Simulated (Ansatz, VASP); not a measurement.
## One calculation of Cu, two programs

File INCAR:

```
PREC = Accurate ; ENCUT = 520
EDIFF = 1E-6 ; ISMEAR = 0
SIGMA = 0.1 ; LREAL = F
LASPH = T ; NELM = 60
ALGO = Normal ; ISIF = 2
LWAVE = F ; LCHARG = F
GGA = PE ; NBANDS = 12
```

The input KPOINTS:

```
regular mesh
0
Gamma
  20 20 20
```

The input POSCAR:

```
Cu
1.0
    0.0000000000      1.8504689540      1.8504689540
    1.8504689540      0.0000000000      1.8504689540
    1.8504689540      1.8504689540      0.0000000000
Cu
1
Direct
    0.0000000000      0.0000000000      0.0000000000
```

Input for Ansatz:

```yaml
crystal:
  lattice:
    - [0.0, 1.8504689549, 1.8504689549]
    - [1.8504689549, 0.0, 1.8504689549]
    - [1.8504689549, 1.8504689549, 0.0]
  atoms:
    - { symbol: Cu, position: [0.0, 0.0, 0.0] }
basis:
  ecutwfc: 420
kpoints:
  mp_grid: { grid: [20, 20, 20] }
hamiltonian:
  xc: pbe
scf:
  occupations: { method: gaussian, width: 0.1 }
output:
  forces: true
  stress: true
  eigenvalues: true
```

Alike in both runs: task single point; functional PBE; k mesh 20 × 20 × 20; occupations gaussian, width 0.1 eV; no spin polarisation.

```csv
,VASP,Ansatz
version,VASP 6.6.1,Ansatz 0.2.0
potentials or method,"VASP PAW PBE potentials, release 64 (Cu)","scalar-relativistic, plane waves, PAW"
plane-wave cutoff (eV),520,420
valence electrons in the cell,11,19
```

|  | VASP | Ansatz | Ansatz less VASP |
| --- | --- | --- | --- |
| gap on the k mesh at the Fermi level (eV) | none | none | - |
| pressure (GPa) | -6.4 | -7.1 | -0.63 |

A gap of «none» marks a metal or a gap that the smearing closes. The functional is the same, so the differences come from potentials, cutoffs and numerics. The two sets of potentials don't hold the same shells in valence.
